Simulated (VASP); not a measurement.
# TiN (Fm-3m) in VASP: relaxation of cell and atoms with PBE

Aim: the relaxation of cell and atoms of TiN with PBE.

Everything below comes from runs of VASP 6.6.1. Logs are shortened: lines on timing, memory, paths and dates and some standing lists are left out, and cuts for length are marked.

**1. The crystal as given**

The structure is cubic, space group Fm-3m (No. 225). Conventional cell: a = 4.240 Å, b = 4.240 Å, c = 4.240 Å, α = 90.00°, β = 90.00°, γ = 90.00°. Ti (site symmetry m-3m) is surrounded by 6 N at 2.12 Å. N (site symmetry m-3m) is surrounded by 6 Ti at 2.12 Å.

The cell was built by a generator and needn't be a form met in nature.

**2. Relaxation of cell and atoms, PBE**

INCAR

```
SYSTEM = TiN
ALGO = Fast
EDIFF = 1E-7
EDIFFG = -0.01
ENCUT = 600
GGA = PE
IBRION = 2
ISIF = 3
ISMEAR = 1
LASPH = .True.
LCHARG = .False.
LREAL = .False.
LWAVE = .False.
NELM = 100
NSW = 60
PREC = Accurate
SIGMA = 0.2
```

KPOINTS

```
k-points
0
Gamma
  4 4 4
  0 0 0
```

POSCAR

```
TiN
1.0
    0.0000000000      2.1200000000      2.1200000000
    2.1200000000      0.0000000000      2.1200000000
    2.1200000000      2.1200000000      0.0000000000
Ti N
1 1
Direct
    0.0000000000      0.0000000000      0.0000000000
    0.5000000000      0.5000000000      0.5000000000
```

Potentials or basis: VASP PAW PBE potentials, release 64 (Ti_sv, N).

The run is started by

```
$ cat potpaw_PBE.64/Ti_sv/POTCAR potpaw_PBE.64/N/POTCAR > POTCAR
$ mpirun -np 1 vasp_std > vasp.out
```

OUTCAR:

```text
SYSTEM = TiN
   EDIFF = 1E-7
   EDIFFG = -0.01
   ENCUT = 600
   GGA = PE
   IBRION = 2
   ISIF = 3
   ISMEAR = 1
   LASPH = .True.
   LREAL = .False.
   NELM = 100
   NSW = 60
   PREC = Accurate

 ion  position               nearest neighbor table
   1  0.000  0.000  0.000-   2 2.12   2 2.12   2 2.12   2 2.12   2 2.12   2 2.12
   2  0.500  0.500  0.500-   1 2.12   1 2.12   1 2.12   1 2.12   1 2.12   1 2.12

  LATTYP: Found a face centered cubic cell.
 ALAT       =     4.2400000000

  Lattice vectors:

 A1 = (   0.0000000000,   2.1200000000,   2.1200000000)
 A2 = (   2.1200000000,   0.0000000000,   2.1200000000)
 A3 = (   2.1200000000,   2.1200000000,   0.0000000000)

Analysis of symmetry for initial positions (statically):
=====================================================================
 Subroutine PRICEL returns:
 Original cell was already a primitive cell.

 Routine SETGRP: Setting up the symmetry group for a
 face centered cubic supercell.

 Subroutine GETGRP returns: Found 48 space group operations
 (whereof 48 operations were pure point group operations)
 out of a pool of 48 trial point group operations.

The static configuration has the point symmetry O_h .

Analysis of symmetry for dynamics (positions and initial velocities):
=====================================================================
 Subroutine PRICEL returns:
 Original cell was already a primitive cell.

 Routine SETGRP: Setting up the symmetry group for a
 face centered cubic supercell.

 Subroutine GETGRP returns: Found 48 space group operations
 (whereof 48 operations were pure point group operations)
 out of a pool of 48 trial point group operations.

The dynamic configuration has the point symmetry O_h .

 Subroutine INISYM returns: Found 48 space group operations
 (whereof 48 operations are pure point group operations),
 and found     1 'primitive' translations

----------------------------------------------------------------------------------------

                                     Primitive cell

  volume of cell :      19.0563

  direct lattice vectors                    reciprocal lattice vectors
     0.000000000  2.120000000  2.120000000    -0.235849057  0.235849057  0.235849057
     2.120000000  0.000000000  2.120000000     0.235849057 -0.235849057  0.235849057
     2.120000000  2.120000000  0.000000000     0.235849057  0.235849057 -0.235849057

  length of vectors
     2.998132752  2.998132752  2.998132752     0.408502549  0.408502549  0.408502549

  position of ions in fractional coordinates (direct lattice)
     0.000000000  0.000000000  0.000000000
     0.500000000  0.500000000  0.500000000

  ion indices of the primitive-cell ions
   primitive index   ion index
                 1           1
                 2           2

----------------------------------------------------------------------------------------

 KPOINTS: k-points

Automatic generation of k-mesh.
 Grid dimensions read from file:
 generate k-points for:    4    4    4

 Generating k-lattice:

  Cartesian coordinates                     Fractional coordinates (reciprocal lattice)
    -0.058962264  0.058962264  0.058962264     0.250000000  0.000000000  0.000000000
     0.058962264 -0.058962264  0.058962264     0.000000000  0.250000000  0.000000000
     0.058962264  0.058962264 -0.058962264     0.000000000  0.000000000  0.250000000

  Length of vectors
     0.102125637  0.102125637  0.102125637

  Shift w.r.t. Gamma in fractional coordinates (k-lattice)
     0.000000000  0.000000000  0.000000000

 Subroutine IBZKPT returns following result:
 ===========================================

 Found      8 irreducible k-points:

 Following reciprocal coordinates:
            Coordinates               Weight
  0.000000  0.000000  0.000000      1.000000
  0.250000  0.000000  0.000000      8.000000
  0.500000  0.000000  0.000000      4.000000
  0.250000  0.250000  0.000000      6.000000
  0.500000  0.250000  0.000000     24.000000
 -0.250000  0.250000  0.000000     12.000000
  0.500000  0.500000  0.000000      3.000000
 -0.250000  0.500000  0.250000      6.000000
   k-points           NKPTS =      8   k-points in BZ     NKDIM =      8   number of bands    NBANDS=     12
   number of dos      NEDOS =    301   number of ions     NIONS =      2
   total plane-waves  NPLWV =  13824
   dimension x,y,z NGX =    24 NGY =   24 NGZ =   24
   dimension x,y,z NGXF=    48 NGYF=   48 NGZF=   48
   ions per type =               1   1
   NGX,Y,Z   is equivalent  to a cutoff of  13.31, 13.31, 13.31 a.u.
   NGXF,Y,Z  is equivalent  to a cutoff of  26.62, 26.62, 26.62 a.u.
 SYSTEM =  TiN
   PREC   = accura    normal or accurate (medium, high low for compatibility)
   ISTART =      0    job   : 0-new  1-cont  2-samecut
   ICHARG =      2    charge: 1-file 2-atom 10-const
   ISPIN  =      1    spin polarized calculation?
   LNONCOLLINEAR =      F non collinear calculations
   LSORBIT =      F    spin-orbit coupling
   LASPH  =      T    aspherical Exc in radial PAW
   ENCUT  =  600.0 eV  44.10 Ry    6.64 a.u.   5.99  5.99  5.99*2*pi/ulx,y,z
   NELM   =    100;   NELMIN=  2; NELMDL= -5     # of ELM steps
   EDIFF  = 0.1E-06   stopping-criterion for ELM
   LREAL  =      F    real-space projection
   EDIFFG = -.1E-01   stopping-criterion for IOM
   NSW    =     60    number of steps for IOM
   IBRION =      2    ionic relax: 0-MD 1-quasi-New 2-CG
   NFREE  =      1    steps in history (QN), initial steepest desc. (CG)
   ISIF   =      3    stress and relaxation
   ISYM   =      2    0-nonsym 1-usesym 2-fastsym
   POTIM  = 0.5000    time-step for ionic-motion
   TEBEG  =    0.0;   TEEND  =   0.0 temperature during run
   PSTRESS=    0.0 pullay stress
   NELECT =      17.0000    total number of electrons
   NUPDOWN=      -1.0000    fix difference up-down
   EMIN   =  10.00;   EMAX   =-10.00  energy-range for DOS
   EFERMI =   0.00;   METHOD = LEGACY
   ISMEAR =     1;   SIGMA  =   0.20  broadening in eV -4-tet -1-fermi 0-gaus
   EFERMI_NEDOS =   21; number of points for ismear=-14 and -15
   IALGO  =     68    algorithm
   IMIX   =      4    mixing-type and parameters
     AMIX     =   0.40;   BMIX     =  1.00
     AMIX_MAG =   1.60;   BMIX_MAG =  1.00
  volume/ion in A,a.u.               =       9.53        64.30
  Fermi-wavevector in a.u.,A,eV,Ry     =   1.575960  2.978133 33.792122  2.483651
  Thomas-Fermi vector in A             =   2.676865
   LORBIT       =      0    0 simple, 1 ext, 2 COOP (PROOUT), +10 PAW based schemes
   GGA     = PE    functional components
   LHFCALC =     F    Hartree Fock is set to
   AEXX    =    0.0000 exact exchange contribution
   IVDW    =     0    specifies the selected vdW correction
   LEPSILON=     F    determine dielectric tensor
   LRPA    =     F    only Hartree local field effects (RPA)
 conjugate gradient relaxation of ions
 non-spin polarized calculation
 RMM-DIIS sequential band-by-band and
 Methfessel and Paxton  Order N= 1 SIGMA  =   0.20
  energy-cutoff  :      600.00
  volume of cell :       19.06
 maximum number of plane-waves:       648
   NGX = 11   NGY = 11   NGZ = 11

--------------------------------------- Ionic step        1  -------------------------------------------

 number of electron      17.0000002 magnetization

 Free energy of the ion-electron system (eV)
  ---------------------------------------------------
  ext. energy  EPLUGINS =         0.00000000
  ---------------------------------------------------
  free energy    TOTEN  =       -19.60412015 eV

  energy without entropy =      -19.59384874  energy(sigma->0) =      -19.60069634

------------------------ aborting loop because EDIFF is reached ----------------------------------------

  FORCE on cell =-STRESS in cart. coord.  units (eV):
  Direction    XX          YY          ZZ          XY          YZ          ZX
  --------------------------------------------------------------------------------------
  -------------------------------------------------------------------------------------
  Total        0.2804672      0.2804672      0.2804672     -0.0000000      0.0000000      0.0000000
  in kB       23.5806104     23.5806104     23.5806104     -0.0000000      0.0000000      0.0000000
  external PRESSURE =      23.5806104 kB  Pullay stress =       0.0000000 kB

 VOLUME and BASIS-vectors are now :
 -----------------------------------------------------------------------------
  energy-cutoff  :      600.00
  volume of cell :       19.06
      direct lattice vectors                 reciprocal lattice vectors
     0.000000000  2.120000000  2.120000000    -0.235849057  0.235849057  0.235849057
     2.120000000  0.000000000  2.120000000     0.235849057 -0.235849057  0.235849057
     2.120000000  2.120000000  0.000000000     0.235849057  0.235849057 -0.235849057
[... 37 lines left out ...]
 POSITION                                       TOTAL-FORCE (eV/Angst)
 -----------------------------------------------------------------------------------
      2.13434      4.26868      2.13434        -0.000000      0.000000     -0.000000
      2.13434      2.13434      2.13434         0.000000     -0.000000      0.000000
 -----------------------------------------------------------------------------------
    total drift:                               -0.000000     -0.000000     -0.000000

  FREE ENERGIE OF THE ION-ELECTRON SYSTEM (eV)
  ---------------------------------------------------
  free  energy   TOTEN  =       -19.6030204029 eV

  energy  without entropy=      -19.5927954127  energy(sigma->0) =      -19.59961207

--------------------------------------- Ionic step        3  -------------------------------------------

 number of electron      17.0000002 magnetization

 Free energy of the ion-electron system (eV)
  ---------------------------------------------------
  ext. energy  EPLUGINS =         0.00000000
  ---------------------------------------------------
  free energy    TOTEN  =       -19.60529827 eV

  energy without entropy =      -19.59504633  energy(sigma->0) =      -19.60188096

 E-fermi :  11.0623     XC(G=0): -12.9813

 val. band max:       10.9757866658   @ k =   0.5000   0.2500   0.0000
 cond. band min:      11.8011708886   @ k =   0.2500   0.0000   0.0000
 fundamental gap:      0.8253842228
 Fermi energy:        11.0623303405

 k-point     1 :       0.0000    0.0000    0.0000
  band No.  band energies     occupation
      1     -46.5604      2.00000
      2     -22.5440      2.00000
      3     -22.5440      2.00000
      4     -22.5440      2.00000
      5      -5.6957      2.00000
      6       9.3330      2.00000
      7       9.3330      2.00000
      8       9.3330      2.00000
      9      10.7251      2.03831
     10      10.7251      2.03831
     11      10.7251      2.03831
     12      11.8999     -0.00000

 k-point     2 :       0.2500    0.0000    0.0000
  band No.  band energies     occupation
      1     -46.5140      2.00000
      2     -22.8637      2.00000
      3     -22.5714      2.00000
      4     -22.5714      2.00000
      5      -4.6326      2.00000
      6       5.8409      2.00000
      7       7.0638      2.00000
      8       7.0638      2.00000
      9      11.8012     -0.00000
     10      11.8012     -0.00000
     11      12.0317     -0.00000
     12      14.8692     -0.00000
[... 110 lines left out ...]
 POSITION                                       TOTAL-FORCE (eV/Angst)
 -----------------------------------------------------------------------------------
      0.00000      0.00000      0.00000         0.000000      0.000000      0.000000
      2.12598      2.12598      2.12598        -0.000000     -0.000000     -0.000000
 -----------------------------------------------------------------------------------
    total drift:                                0.000000     -0.000000     -0.000000

  FREE ENERGIE OF THE ION-ELECTRON SYSTEM (eV)
  ---------------------------------------------------
  free  energy   TOTEN  =       -19.6052982667 eV

  energy  without entropy=      -19.5950463333  energy(sigma->0) =      -19.60188096

 reached required accuracy - stopping structural energy minimisation
```

Wall time 9.7 s (1 thread of Intel Xeon 6975P-C (Granite Rapids), shared host); peak memory 0.13 GiB.

Results:

```
Free energy                            : -19.6053 eV
Relaxed volume                         : 9.61 Å³/atom
Relaxed cell                           : a = 3.007 Å, b = 3.007 Å, c = 3.007 Å, α = 60.00°, β = 60.00°, γ = 60.00°
Space group after relaxing (to 0.05 Å) : Fm-3m (No. 225)
Energy gained by relaxing              : 0.6 meV/atom
Ionic steps                            : 3
Pressure after relaxing                : 0.0 GPa
Band gap on the k mesh                 : none (metal or under the smearing width)
```

Step by step:
| step | energy change (eV) | largest force (eV/Å) | pressure (GPa) | volume (Å³) |
| --- | --- | --- | --- | --- |
| 1 | 0.0000 | 0.0000 | 2.36 | 19.06 |
| 2 | 0.0011 | 0.0000 | -3.16 | 19.45 |
| 3 | -0.0012 | 0.0000 | 0.00 | 19.22 |

Final structure:
```cif
data_structure
_symmetry_space_group_name_H-M 'P 1'
_symmetry_Int_Tables_number 1
_cell_length_a 3.0066
_cell_length_b 3.0066
_cell_length_c 3.0066
_cell_angle_alpha 60.000
_cell_angle_beta 60.000
_cell_angle_gamma 60.000
_cell_volume 19.22
loop_
_atom_site_label
_atom_site_type_symbol
_atom_site_fract_x
_atom_site_fract_y
_atom_site_fract_z
_atom_site_occupancy
Ti1 Ti 0.00000 0.00000 0.00000 1
N1 N 0.50000 0.50000 0.50000 1
```

Caveat: the k mesh is coarse (spacing up to 0.64 Å⁻¹), so the values aren't converged.
